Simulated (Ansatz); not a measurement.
ZnTe:
```xyz
2
Lattice="0.0000 3.0895 3.0895 3.0895 0.0000 3.0895 3.0895 3.0895 0.0000" Properties=species:S:1:pos:R:3 pbc="T T T"
Zn     3.0895     3.0895     3.0895
Te     4.6343     4.6343     4.6343
```

Relaxed with PBE. Special points in fractions of this cell's reciprocal vectors: Γ (0.000, 0.000, 0.000); X (0.500, 0.000, 0.500); U (0.625, 0.250, 0.625); K (0.375, 0.375, 0.750); L (0.500, 0.500, 0.500); W (0.500, 0.250, 0.750).

**Question.** List the band energies nearest the valence-band maximum at these points for plane-wave PAW PBE (Ansatz code).

**Answer.** In eV from the valence-band maximum; about four levels below and three above (degenerate sets whole), none deeper than 8.9 eV; points with the same levels are listed once.

```csv
k,below,above
Γ,-6.56 -6.56 0.00 0.00 0.00,1.08 4.44 4.44 4.44
X,-6.36 -4.81 -2.04 -2.04,2.30 2.50 9.58 9.58
U,-6.32 -4.69 -2.88 -1.69,2.71 4.70 7.63
L,-6.42 -4.93 -0.84 -0.84,1.74 5.10 5.10
W,-6.30 -4.67 -2.66 -2.43,4.38 4.88 5.75
```

Space group F-43m (zinc blende). The PBE relaxation kept the symmetry of its start. Spin–orbit coupling is left out wherever it is not named.

Potentials: the later of the program's two PAW sets.
